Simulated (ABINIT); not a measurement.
The system is As.

```
As
1.0
     1.88080    1.08588    3.51406
    -1.88080    1.08588    3.51406
     0.00000   -2.17176    3.51406
As
2
Direct
  0.22600 0.22600 0.22600
  0.77400 0.77400 0.77400
```

| Property | Result |
| --- | --- |
| Program | ABINIT 10.8.3 (patched build) |
| Task | relaxation of cell and atoms |
| Functional | LDA |
| Potentials or basis | PseudoDojo NC SR LDA v0.4.1 standard |
| Cutoff | 1088 eV |
| k mesh | 7 × 7 × 7 |
| Occupations | fermi-dirac, width 0.05 eV |
| Spin | no spin polarisation |

At the start: pressure -1.4 GPa; volume 21.53 Å³/atom.

Where does the relaxation end?

Over 10 steps the energy falls by 14.6 meV/atom and the volume is 20.37 Å³/atom (-5.4 %); space group R-3m (No. 166, to 0.05 Å).

Step by step:
```
step  energy change (eV)  largest force (eV/Å)  pressure (GPa)  volume (Å³)
   1              0.0000                0.2272           -1.44        43.06
   2             -0.0028                0.2174           -1.23        42.87
   3             -0.0167                0.0967            0.85        41.08
   4             -0.0183                0.0650            0.74        41.04
   5             -0.0268                0.1704           -0.26        40.72
   6             -0.0275                0.1261           -0.38        40.88
   7             -0.0285                0.0500           -0.29        40.94
   8             -0.0291                0.0005           -0.10        40.84
   9             -0.0291                0.0029           -0.01        40.76
  10             -0.0291                0.0004            0.00        40.75
```

Final structure:
```
As
1.0
     1.88393    1.08769    3.31408
    -1.88393    1.08769    3.31408
     0.00000   -2.17537    3.31408
As
2
Direct
  0.23031 0.23031 0.23031
  0.76969 0.76969 0.76969
```
